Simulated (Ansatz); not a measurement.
**Ir in Ansatz: the effect of strain**

The system is Ir.

```
CELL_PARAMETERS angstrom
2.75138 0.00000 0.00000
-1.37569 2.38276 0.00000
0.00000 0.00000 4.28380
ATOMIC_POSITIONS crystal
Ir 0.33333 0.66667 0.25000
Ir 0.66667 0.33333 0.75000
```

This isn't the form of Ir at room conditions, which is fcc.

Alike in all runs:

```yaml
Program: Ansatz 0.2.0
Task: single point
Functional: PBE
Potentials_or_basis: Ansatz PAW
Cutoff: "420 eV (not typed: the program's choice for these potentials)"
k_mesh: 9 × 9 × 5
Occupations: fermi-dirac, width 0.05 eV
Spin: no spin polarisation
Kind_of_strain: uniaxial
```

| strain | pressure (GPa) |
| --- | --- |
| -0.04 | 15.0 |
| -0.02 | 6.0 |
| -0.01 | 2.1 |
| 0 | ? |
| 0.01 | -4.8 |
| 0.02 | -7.8 |
| 0.04 | -12.9 |

**Question.** What does the run with strain 0 give?

**Answer.** Pressure -1.5 GPa.

Worked out: A parabola through the other rows of the pressure, of slope -348 GPa per unit of strain there, gives -1.5 GPa, against the run's -1.5.
